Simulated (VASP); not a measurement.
Input of a VASP 6.6.1 run:

Contents of INCAR:

```
PREC = Accurate
ENCUT = 520
EDIFF = 1E-6
ISMEAR = 0
SIGMA = 0.012
LREAL = F
LASPH = T
NELM = 80
ALGO = Fast
ISIF = 2
LWAVE = F
LCHARG = F
GGA = PE
NBANDS = 8
```

File KPOINTS:

```
regular mesh
0
Gamma
  12 12 11
```

Contents of POSCAR:

```
Si
1.0
    2.6205428149      0.0000000000      0.0000000000
   -1.3102714075      2.2694566494      0.0000000000
    0.0000000000      0.0000000000      2.4663543900
Si
1
Direct
    0.0000000000      0.0000000000      0.0000000000
```

Potentials or basis: VASP PAW PBE potentials, release 64 (Si).

Command:

```sh
$ cat potpaw_PBE.64/Si/POTCAR > POTCAR
$ mpirun -np 1 vasp_std > vasp.out
```

(1) Estimate the pressure.

(2) Estimate the band gap on the k mesh.

Results:

(1) 3.0 GPa.

(2) none (metal or under the smearing width).
